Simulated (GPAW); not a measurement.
**Moving the starting magnetic order in Fe3Ge**

Symmetry: Pm-3m, No. 221, cubic system. The conventional cell has a = 3.661 Å, b = 3.661 Å, c = 3.661 Å, α = 90.00°, β = 90.00°, γ = 90.00°. Ge (site symmetry m-3m) is surrounded by 12 Fe at 2.59 Å. Fe (site symmetry 4/mmm) has 4 Ge at 2.59 Å and 8 Fe at 2.59 Å as nearest neighbours.

The cell comes from a database or a generator and needn't be the stable form of this composition.

Kept alike: task single point; functional PBEsol; k mesh 7 × 7 × 7; occupations fermi-dirac, width 0.05 eV. Program: GPAW, PAW data sets generated for this functional, cutoff 600 eV. The mesh is that of the run's cell of 4 atoms. No spin-orbit coupling.

```csv
starting magnetic order,largest site moment (μB),moment of the cell (μB),free energy over the lowest row (meV/atom)
fm,2.16,6.40,0.00
fm larger moments,2.16,6.40,0.00
nm,0.00,0.00,317.71
```

For a metal such a mesh leaves the last digits unconverged. Moments of the cell are magnitudes, and a label names the start alone. The runs hold the magnetic state that their start led to, which needn't be the lowest. The row without spin has no moments by construction. Site moments count inside each atom's sphere or projector.

What does the starting magnetic order change here?

The largest site moment runs from 0.00 (nm) to 2.16 μB (fm; fm larger moments). The moment of the cell runs from 0.00 (nm) to 6.40 μB (fm; fm larger moments). The free energy is lowest at fm; fm larger moments, and 317.71 meV an atom higher at nm. Starts that end at one energy have found one state: fm; fm larger moments.
